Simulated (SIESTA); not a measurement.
Here is a SIESTA 5.4.2 calculation.

File ZnS.fdf:

```
SystemName                      ZnS
SystemLabel                     ZnS
NumberOfSpecies                 2
NumberOfAtoms                   12
%block ChemicalSpeciesLabel
  1  30 Zn
  2  16 S
%endblock ChemicalSpeciesLabel

LatticeConstant                 1.0 Ang
%block LatticeVectors
     3.8120000000     0.0000000000     0.0000000000
    -1.9060000000     3.3012888392     0.0000000000
     0.0000000000     0.0000000000    18.6899900000
%endblock LatticeVectors
AtomicCoordinatesFormat         Fractional
%block AtomicCoordinatesAndAtomicSpecies
     0.3333333333     0.6666666667     0.8333300000  1  Zn
     0.6666666667     0.3333333333     0.3333300000  1  Zn
     0.6666666667     0.3333333333     0.6666700000  1  Zn
     0.3333333333     0.6666666667     0.1666700000  1  Zn
     0.0000000000     0.0000000000     0.5000000000  1  Zn
     0.0000000000     0.0000000000     0.0000000000  1  Zn
     0.3333333333     0.6666666667     0.9583300000  2  S
     0.6666666667     0.3333333333     0.4583300000  2  S
     0.6666666667     0.3333333333     0.7916700000  2  S
     0.3333333333     0.6666666667     0.2916700000  2  S
     0.0000000000     0.0000000000     0.6250000000  2  S
     0.0000000000     0.0000000000     0.1250000000  2  S
%endblock AtomicCoordinatesAndAtomicSpecies

%block kgrid.MonkhorstPack
    8   0   0  0.0
    0   8   0  0.0
    0   0   2  0.0
%endblock kgrid.MonkhorstPack
XC.Functional                   GGA
XC.Authors                      PBE
PAO.BasisSize                   DZP
PAO.EnergyShift                 0.01 Ry
Mesh.Cutoff                     800 Ry
OccupationFunction              FD
ElectronicTemperature           0.05 eV
MaxSCFIterations                120
SCF.MustConverge                false
SCF.Mixer.Method                Pulay
SCF.Mixer.Weight                0.25
SCF.Mixer.History               8
SCF.DM.Tolerance                5.0e-05
SCF.H.Tolerance                 1.0e-03 eV
WriteForces                     true
Charge.Mulliken                 end
BandLinesScale                  ReciprocalLatticeVectors
%block BandLines
    1    0.000000   0.000000   0.000000  \Gamma
   14    0.500000   0.000000   0.000000  M
    8    0.333333   0.333333   0.000000  K
   16    0.000000   0.000000   0.000000  \Gamma
    2    0.000000   0.000000   0.500000  A
   14    0.500000   0.000000   0.500000  L
    8    0.333333   0.333333   0.500000  H
   16    0.000000   0.000000   0.500000  A
    1    0.500000   0.000000   0.500000  L
    2    0.500000   0.000000   0.000000  M
    1    0.333333   0.333333   0.000000  K
    2    0.333333   0.333333   0.500000  H
%endblock BandLines
```

Potentials or basis: PseudoDojo 0.4 standard (PBE files), DZP (energy shift 0.01 Ry).

Run with:

```console
$ siesta < ZnS.fdf > ZnS.out 2>&1
```

(1) Predict the band gap along the path.

(2) What does it give for the pressure?

(3) What does it give for the band gap on the k mesh?

(4) Estimate the largest force.

Answers

(1) 2.54 eV, direct.

(2) 0.6 GPa.

(3) 2.54 eV, direct.

(4) 0.035 eV/Å.

Caveat: semicore shells carry a single zeta, which can move pressures by several GPa and volumes by a few percent; the valence orbitals were made in a potential fitted to the semicore shell under them, which widens gaps by tenths of an eV or more; the cell's inner coordinates are idealised or old, which leaves forces on the atoms; the basis of atomic orbitals isn't converged, which shifts pressures, moduli and gaps.

**Measured values to compare with.**

From a printed reference work, monograph, for a bulk crystal of ZnS at 4 K: band gap 3.911 eV (direct).

A measured gap of ZnS is 3.911 eV (direct; 4 K; a printed reference work, monograph); the calculated 2.54 eV misses it by -1.37 eV. The value is that of PBE in an atomic basis (PseudoDojo 0.4 standard (PBE files), DZP (energy shift 0.01 Ry)), whose error adds to the functional's,, without temperature or zero-point motion. Semilocal functionals fall short of measured gaps as a rule.
